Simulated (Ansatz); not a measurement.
Values for one crystal, relaxed and computed with PBEsol in the plane-wave PAW code Ansatz; other levels are named.

| Property | Value |
|---|---|
| Volume per atom | 20.48 Å³ |
| Band gap | 4.00 eV (indirect) |
| Electronic dielectric constant ε∞ (DFPT) | 2.79 |
| Dynamical stability on the path | unstable, down to 73i cm⁻¹ |
| Formation energy from the elements (no fitted shifts) | -1.67 eV/atom |
| Valence-band maximum | at M |
| Elastic constants (relaxed ions, GPa) | C11 = 81.9, C12 = 2.0, C44 = -0.9 |

Q: Pick the material that matches.
A. NaCl, CsCl type
B. CsCl, CsCl type
C. CaO, CsCl type
D. CuCl, zinc blende

A: A, NaCl, CsCl type

Space group Pm-3m (CsCl type). This is a known high-pressure phase of the composition, computed here at zero pressure and temperature. Symmetry was held in the PBEsol relaxation. The references are the lowest solids computed at this level, not always the standard phases (solids in place of the gases).

Potentials: the earlier of the program's two PAW sets. The files were generated under PBE; for other functionals the program regenerates the frozen cores, and for LDA and PBEsol the local potential too.
